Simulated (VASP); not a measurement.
# Al (Fm-3m) in VASP: notebook, part 2 of 3

VASP 6.6.1. The steps go on from the part before.

## 3. Single point, PBEsol

The input, INCAR:

```
ALGO     = Fast           # electronic algorithm
EDIFF    = 1E-7           # SCF threshold, eV
ENCUT    = 520            # plane-wave cutoff, eV
GGA      = PS             # functional
ISIF     = 2              # what is computed and relaxed
ISMEAR   = 0              # smearing method
LASPH    = True           # aspherical terms in the spheres
LCHARG   = True           # write CHGCAR
LELF     = True           # ELF
LREAL    = False          # projectors in reciprocal space
LVHAR    = True         
LWAVE    = False          # write WAVECAR
NELM     = 100            # most SCF steps
PREC     = Accurate       # precision mode
SIGMA    = 0.1            # smearing width, eV
```

The input, KPOINTS:

```
k-points
0
Gamma
  18 18 18
```

The input, POSCAR:

```
Al
1.0
    0.0000000000      2.0248050000      2.0248050000
    2.0248050000      0.0000000000      2.0248050000
    2.0248050000      2.0248050000      0.0000000000
Al
1
Direct
    0.0000000000      0.0000000000      0.0000000000
```

Potentials or basis: VASP PAW PBE potentials, release 64 (Al).

Run with:

```sh
cat potpaw_PBE.64/Al/POTCAR > POTCAR
mpirun -np 1 vasp_std > vasp.out
```

OUTCAR:

```text
EDIFF = 1E-7
   ENCUT = 520
   GGA = PS
   ISIF = 2
   ISMEAR = 0
   LASPH = True
   LREAL = False
   NELM = 100
   PREC = Accurate

 ion  position               nearest neighbor table
   1  0.000  0.000  0.000-

  LATTYP: Found a face centered cubic cell.
 ALAT       =     4.0496100000

  Lattice vectors:

 A1 = (   0.0000000000,   2.0248050000,   2.0248050000)
 A2 = (   2.0248050000,   0.0000000000,   2.0248050000)
 A3 = (   2.0248050000,   2.0248050000,   0.0000000000)

Analysis of symmetry for initial positions (statically):
=====================================================================
 Subroutine PRICEL returns:
 Original cell was already a primitive cell.

 Routine SETGRP: Setting up the symmetry group for a
 face centered cubic supercell.

 Subroutine GETGRP returns: Found 48 space group operations
 (whereof 48 operations were pure point group operations)
 out of a pool of 48 trial point group operations.

The static configuration has the point symmetry O_h .

Analysis of symmetry for dynamics (positions and initial velocities):
=====================================================================
 Subroutine PRICEL returns:
 Original cell was already a primitive cell.

 Routine SETGRP: Setting up the symmetry group for a
 face centered cubic supercell.

 Subroutine GETGRP returns: Found 48 space group operations
 (whereof 48 operations were pure point group operations)
 out of a pool of 48 trial point group operations.

The dynamic configuration has the point symmetry O_h .

 Subroutine INISYM returns: Found 48 space group operations
 (whereof 48 operations are pure point group operations),
 and found     1 'primitive' translations

----------------------------------------------------------------------------------------

                                     Primitive cell

  volume of cell :      16.6027

  direct lattice vectors                    reciprocal lattice vectors
     0.000000000  2.024805000  2.024805000    -0.246937359  0.246937359  0.246937359
     2.024805000  0.000000000  2.024805000     0.246937359 -0.246937359  0.246937359
     2.024805000  2.024805000  0.000000000     0.246937359  0.246937359 -0.246937359

  length of vectors
     2.863506692  2.863506692  2.863506692     0.427708053  0.427708053  0.427708053

  position of ions in fractional coordinates (direct lattice)
     0.000000000  0.000000000  0.000000000

  ion indices of the primitive-cell ions
   primitive index   ion index
                 1           1

----------------------------------------------------------------------------------------

 KPOINTS: k-points

Automatic generation of k-mesh.
 Grid dimensions read from file:
 generate k-points for:   18   18   18

 Generating k-lattice:

  Cartesian coordinates                     Fractional coordinates (reciprocal lattice)
    -0.013718742  0.013718742  0.013718742     0.055555556  0.000000000  0.000000000
     0.013718742 -0.013718742  0.013718742     0.000000000  0.055555556  0.000000000
     0.013718742  0.013718742 -0.013718742     0.000000000  0.000000000  0.055555556

  Length of vectors
     0.023761558  0.023761558  0.023761558

  Shift w.r.t. Gamma in fractional coordinates (k-lattice)
     0.000000000  0.000000000  0.000000000

 Subroutine IBZKPT returns following result:
 ===========================================

 Found    195 irreducible k-points:

 Following reciprocal coordinates:
            Coordinates               Weight
  0.000000  0.000000  0.000000      1.000000
  0.055556  0.000000  0.000000      8.000000
  0.111111  0.000000  0.000000      8.000000
  0.166667  0.000000  0.000000      8.000000
  0.222222  0.000000  0.000000      8.000000
  0.277778  0.000000  0.000000      8.000000
[... 16 lines left out ...]
 -0.277778  0.055556  0.000000     24.000000
 -0.222222  0.055556  0.000000     24.000000
 [... further k-points ...]
   k-points           NKPTS =    195   k-points in BZ     NKDIM =    195   number of bands    NBANDS=      5
   number of dos      NEDOS =    301   number of ions     NIONS =      1
   total plane-waves  NPLWV =  13824
   dimension x,y,z NGX =    24 NGY =   24 NGZ =   24
   dimension x,y,z NGXF=    48 NGYF=   48 NGZF=   48
   ions per type =               1
   NGX,Y,Z   is equivalent  to a cutoff of  13.93, 13.93, 13.93 a.u.
   NGXF,Y,Z  is equivalent  to a cutoff of  27.87, 27.87, 27.87 a.u.
 SYSTEM =  unknown system
   PREC   = accura    normal or accurate (medium, high low for compatibility)
   ISTART =      0    job   : 0-new  1-cont  2-samecut
   ICHARG =      2    charge: 1-file 2-atom 10-const
   ISPIN  =      1    spin polarized calculation?
   LNONCOLLINEAR =      F non collinear calculations
   LSORBIT =      F    spin-orbit coupling
   LASPH  =      T    aspherical Exc in radial PAW
   ENCUT  =  520.0 eV  38.22 Ry    6.18 a.u.   5.32  5.32  5.32*2*pi/ulx,y,z
   NELM   =    100;   NELMIN=  2; NELMDL= -5     # of ELM steps
   EDIFF  = 0.1E-06   stopping-criterion for ELM
   LREAL  =      F    real-space projection
   EDIFFG = 0.1E-05   stopping-criterion for IOM
   NSW    =      0    number of steps for IOM
   IBRION =     -1    ionic relax: 0-MD 1-quasi-New 2-CG
   NFREE  =      0    steps in history (QN), initial steepest desc. (CG)
   ISIF   =      2    stress and relaxation
   ISYM   =      2    0-nonsym 1-usesym 2-fastsym
   POTIM  = 0.5000    time-step for ionic-motion
   TEBEG  =    0.0;   TEEND  =   0.0 temperature during run
   PSTRESS=    0.0 pullay stress
   NELECT =       3.0000    total number of electrons
   NUPDOWN=      -1.0000    fix difference up-down
   EMIN   =  10.00;   EMAX   =-10.00  energy-range for DOS
   EFERMI =   0.00;   METHOD = LEGACY
   ISMEAR =     0;   SIGMA  =   0.10  broadening in eV -4-tet -1-fermi 0-gaus
   EFERMI_NEDOS =   21; number of points for ismear=-14 and -15
   IALGO  =     68    algorithm
   IMIX   =      4    mixing-type and parameters
     AMIX     =   0.40;   BMIX     =  1.00
     AMIX_MAG =   1.60;   BMIX_MAG =  1.00
  volume/ion in A,a.u.               =      16.60       112.04
  Fermi-wavevector in a.u.,A,eV,Ry     =   0.925526  1.748991 11.654733  0.856599
  Thomas-Fermi vector in A             =   2.051390
   LORBIT       =      0    0 simple, 1 ext, 2 COOP (PROOUT), +10 PAW based schemes
   GGA     = PS    functional components
   LHFCALC =     F    Hartree Fock is set to
   AEXX    =    0.0000 exact exchange contribution
   IVDW    =     0    specifies the selected vdW correction
   LEPSILON=     F    determine dielectric tensor
   LRPA    =     F    only Hartree local field effects (RPA)
 non-spin polarized calculation
 RMM-DIIS sequential band-by-band and
 Gauss-broadening in eV      SIGMA  =   0.10
  energy-cutoff  :      520.00
  volume of cell :       16.60
 maximum number of plane-waves:       459
 NGX is ok and might be reduce to    24
   NGX = 11   NGY = 11   NGZ = 11

 number of electron       3.0000000 magnetization

 Free energy of the ion-electron system (eV)
  ---------------------------------------------------
  ext. energy  EPLUGINS =         0.00000000
  ---------------------------------------------------
  free energy    TOTEN  =        -4.08820817 eV

  energy without entropy =       -4.08533385  energy(sigma->0) =       -4.08677101

 E-fermi :   7.8737     XC(G=0): -10.2342

 val. band max:        7.8718542906   @ k =  -0.2778   0.2778   0.0556
 cond. band min:       7.8906866587   @ k =  -0.4444   0.3333   0.1111
 fundamental gap:      0.0188323681
 Fermi energy:         7.8737000570

 k-point     1 :       0.0000    0.0000    0.0000
  band No.  band energies     occupation
      1      -3.2016      2.00000
      2      20.4465      0.00000
      3      20.4465      0.00000
      4      20.4465      0.00000
      5      21.8911      0.00000

 k-point     2 :       0.0556    0.0000    0.0000
  band No.  band energies     occupation
      1      -3.1181      2.00000
      2      18.9308      0.00000
      3      20.1296      0.00000
      4      20.1296      0.00000
      5      22.3385      0.00000
[... 169 lines left out ...]
 k-point    24 :      -0.2222    0.0556    0.0000
  band No.  band energies     occupation
      1      -1.5676      2.00000
      2      11.7063      0.00000
      3      17.1160      0.00000
      4      19.9506      0.00000
      5      21.6858      0.00000

 [... further k-points ...]

------------------------ aborting loop because EDIFF is reached ----------------------------------------

  FORCE on cell =-STRESS in cart. coord.  units (eV):
  Direction    XX          YY          ZZ          XY          YZ          ZX
  --------------------------------------------------------------------------------------
  -------------------------------------------------------------------------------------
  Total       -0.1974920     -0.1974920     -0.1974920      0.0000000      0.0000000      0.0000000
  in kB      -19.0581432    -19.0581432    -19.0581432      0.0000000      0.0000000      0.0000000
  external PRESSURE =     -19.0581432 kB  Pullay stress =       0.0000000 kB

 VOLUME and BASIS-vectors are now :
 -----------------------------------------------------------------------------
  energy-cutoff  :      520.00
  volume of cell :       16.60
      direct lattice vectors                 reciprocal lattice vectors
     0.000000000  2.024805000  2.024805000    -0.246937359  0.246937359  0.246937359
     2.024805000  0.000000000  2.024805000     0.246937359 -0.246937359  0.246937359
     2.024805000  2.024805000  0.000000000     0.246937359  0.246937359 -0.246937359

 POSITION                                       TOTAL-FORCE (eV/Angst)
 -----------------------------------------------------------------------------------
      0.00000      0.00000      0.00000         0.000000      0.000000     -0.000000
 -----------------------------------------------------------------------------------
    total drift:                                0.000000     -0.000000     -0.000000

  FREE ENERGIE OF THE ION-ELECTRON SYSTEM (eV)
  ---------------------------------------------------
  free  energy   TOTEN  =        -4.0882081728 eV

  energy  without entropy=       -4.0853338518  energy(sigma->0) =       -4.08677101
```

It took 6 s on 1 thread of Intel Xeon 6975P-C (Granite Rapids), shared host; peak memory 0.14 GiB.

Results:

```yaml
Free_energy: -4.0882 eV
Pressure: -1.9 GPa
Band_gap_on_the_k_mesh: none (metal or under the smearing width)
```

Levels at points of the mesh, in eV from the Fermi level:
```tsv
k point	band 1	band 2	band 3	band 4	band 5
(0.00, 0.00, 0.00)	-11.08	12.57	12.57	12.57	14.02
(0.50, 0.00, 0.00)	-4.56	-4.36	11.34	11.35	11.42
(0.50, 0.50, 0.00)	-2.89	-1.60	5.26	5.57	5.57
```

Caveat: the PAW data sets were made with another functional, which shifts forces and pressure a little.

## 4. Relaxation of cell and atoms, PBEsol

The input, INCAR:

```
PREC = Accurate ; ENCUT = 580
EDIFF = 1E-7 ; ISMEAR = 0
SIGMA = 0.1 ; LREAL = False
LASPH = True ; NELM = 100
ALGO = Fast ; ISIF = 3
LWAVE = False ; LCHARG = False
GGA = PS ; IBRION = 2
NSW = 90 ; EDIFFG = -0.005
```

The input, KPOINTS:

```
Automatic mesh
0
Gamma
  18 18 18
```

POSCAR is that of step 3.

Potentials or basis: VASP PAW PBE potentials, release 64 (Al).

Run with:

```sh
cat potpaw_PBE.64/Al/POTCAR > POTCAR
mpirun -np 1 vasp_std > vasp.out
```

OUTCAR:

```text
PREC = Accurate
   ENCUT = 580
   EDIFF = 1E-7
   ISMEAR = 0
   LREAL = False
   LASPH = True
   NELM = 100
   ISIF = 3
   GGA = PS
   IBRION = 2
   NSW = 90
   EDIFFG = -0.005

 ion  position               nearest neighbor table
   1  0.000  0.000  0.000-

  LATTYP: Found a face centered cubic cell.
 ALAT       =     4.0496100000

  Lattice vectors:

 A1 = (   0.0000000000,   2.0248050000,   2.0248050000)
 A2 = (   2.0248050000,   0.0000000000,   2.0248050000)
 A3 = (   2.0248050000,   2.0248050000,   0.0000000000)

Analysis of symmetry for initial positions (statically):
=====================================================================
 Subroutine PRICEL returns:
 Original cell was already a primitive cell.

 Routine SETGRP: Setting up the symmetry group for a
 face centered cubic supercell.

 Subroutine GETGRP returns: Found 48 space group operations
 (whereof 48 operations were pure point group operations)
 out of a pool of 48 trial point group operations.

The static configuration has the point symmetry O_h .
[... 169 lines left out ...]
  -------------------------------------------------------------------------------------
  Total       -0.1973172     -0.1973172     -0.1973172     -0.0000000      0.0000000      0.0000000
  in kB      -19.0412661    -19.0412661    -19.0412661     -0.0000000      0.0000000      0.0000000
  external PRESSURE =     -19.0412661 kB  Pullay stress =       0.0000000 kB
[... 57 lines left out ...]
--------------------------------------- Ionic step        3  -------------------------------------------

 number of electron       3.0000000 magnetization

 Free energy of the ion-electron system (eV)
  ---------------------------------------------------
  ext. energy  EPLUGINS =         0.00000000
  ---------------------------------------------------
  free energy    TOTEN  =        -4.09074561 eV

  energy without entropy =       -4.08775832  energy(sigma->0) =       -4.08925196

 E-fermi :   8.1368     XC(G=0): -10.3253

 val. band max:        8.1227255617   @ k =  -0.2778   0.2778   0.0556
 cond. band min:       8.1455968648   @ k =  -0.4444   0.3333   0.1111
 fundamental gap:      0.0228713031
 Fermi energy:         8.1368048180

 k-point     1 :       0.0000    0.0000    0.0000
  band No.  band energies     occupation
      1      -3.1136      2.00000
      2      20.8452      0.00000
      3      20.8452      0.00000
      4      20.8452      0.00000
      5      22.4794      0.00000
[... 177 lines left out ...]
 k-point    24 :      -0.2222    0.0556    0.0000
  band No.  band energies     occupation
      1      -1.4527      2.00000
      2      12.0227      0.00000
      3      17.5329      0.00000
      4      20.4106      0.00000
      5      22.1687      0.00000

 [... further k-points ...]

------------------------ aborting loop because EDIFF is reached ----------------------------------------

  FORCE on cell =-STRESS in cart. coord.  units (eV):
  Direction    XX          YY          ZZ          XY          YZ          ZX
  --------------------------------------------------------------------------------------
  -------------------------------------------------------------------------------------
  Total        0.0001643      0.0001643      0.0001643     -0.0000000      0.0000000      0.0000000
  in kB        0.0162521      0.0162521      0.0162521     -0.0000000      0.0000000      0.0000000
  external PRESSURE =       0.0162521 kB  Pullay stress =       0.0000000 kB
[... 16 lines left out ...]
  FREE ENERGIE OF THE ION-ELECTRON SYSTEM (eV)
  ---------------------------------------------------
  free  energy   TOTEN  =        -4.0907456132 eV

  energy  without entropy=       -4.0877583160  energy(sigma->0) =       -4.08925196

 reached required accuracy - stopping structural energy minimisation
```

It took 11 s on 1 thread of Intel Xeon 6975P-C (Granite Rapids), shared host; peak memory 0.15 GiB.

Results:

* Free energy: -4.0907 eV
* Relaxed volume: 16.19 Å³/atom
* Relaxed cell: a = 2.840 Å, b = 2.840 Å, c = 2.840 Å, α = 60.00°, β = 60.00°, γ = 60.00°
* Space group after relaxing (to 0.05 Å): Fm-3m (No. 225)
* Energy gained by relaxing: 2.5 meV/atom
* Ionic steps: 3
* Pressure after relaxing: 0.0 GPa
* Band gap on the k mesh: none (metal or under the smearing width)

Step by step:
```tsv
step	energy change (eV)	largest force (eV/Å)	pressure (GPa)	volume (Å³)
1	0.0000	0.0000	-1.90	16.60
2	-0.0024	0.0000	0.31	16.13
3	-0.0025	0.0000	0.00	16.19
```

Final structure:
```cif
data_structure
_symmetry_space_group_name_H-M 'P 1'
_symmetry_Int_Tables_number 1
_cell_length_a 2.8398
_cell_length_b 2.8398
_cell_length_c 2.8398
_cell_angle_alpha 60.000
_cell_angle_beta 60.000
_cell_angle_gamma 60.000
_cell_volume 16.19
loop_
_atom_site_label
_atom_site_type_symbol
_atom_site_fract_x
_atom_site_fract_y
_atom_site_fract_z
_atom_site_occupancy
Al1 Al 0.00000 0.00000 0.00000 1
```

Caveat: the PAW data sets were made with another functional, which shifts forces and pressure a little.

## 5. Relaxation of cell and atoms, PBEsol

Changes to INCAR since step 4:

```diff
@@ -1,2 +1,2 @@
-PREC = Accurate ; ENCUT = 580
+PREC = Accurate ; ENCUT = 480
 EDIFF = 1E-7 ; ISMEAR = 0
```

KPOINTS is that of step 4.

POSCAR is that of step 4.

Run with:

```sh
cat potpaw_PBE.64/Al/POTCAR > POTCAR
mpirun -np 1 vasp_std > vasp.out
```

Run time: 9.5 s. Hardware: 1 thread of Intel Xeon 6975P-C (Granite Rapids), shared host; peak memory 0.13 GiB.

The run converged. Its results:

```
Free energy                            : -4.0907 eV
Relaxed volume                         : 16.19 Å³/atom
Relaxed cell                           : a = 2.840 Å, b = 2.840 Å, c = 2.840 Å, α = 60.00°, β = 60.00°, γ = 60.00°
Space group after relaxing (to 0.05 Å) : Fm-3m (No. 225)
Energy gained by relaxing              : 2.5 meV/atom
Ionic steps                            : 3
Pressure after relaxing                : 0.0 GPa
Band gap on the k mesh                 : none (metal or under the smearing width)
```

Step by step:
| step | energy change (eV) | largest force (eV/Å) | pressure (GPa) | volume (Å³) |
| --- | --- | --- | --- | --- |
| 1 | 0.0000 | 0.0000 | -1.91 | 16.60 |
| 2 | -0.0024 | 0.0000 | 0.31 | 16.13 |
| 3 | -0.0025 | 0.0000 | 0.00 | 16.19 |

Final structure:
```cif
data_structure
_symmetry_space_group_name_H-M 'P 1'
_symmetry_Int_Tables_number 1
_cell_length_a 2.8397
_cell_length_b 2.8397
_cell_length_c 2.8397
_cell_angle_alpha 60.000
_cell_angle_beta 60.000
_cell_angle_gamma 60.000
_cell_volume 16.19
loop_
_atom_site_label
_atom_site_type_symbol
_atom_site_fract_x
_atom_site_fract_y
_atom_site_fract_z
_atom_site_occupancy
Al1 Al 0.00000 0.00000 0.00000 1
```

Levels at points of the mesh, in eV from the Fermi level:
```csv
k point,band 1,band 2,band 3,band 4,band 5
"(0.00, 0.00, 0.00)",-11.25,12.71,12.71,12.71,14.34
"(0.50, 0.00, 0.00)",-4.66,-4.39,11.53,11.53,11.61
"(0.50, 0.50, 0.00)",-2.96,-1.60,5.27,5.68,5.68
```

Caveat: the PAW data sets were made with another functional, which shifts forces and pressure a little.

[end of part 2 of 3]
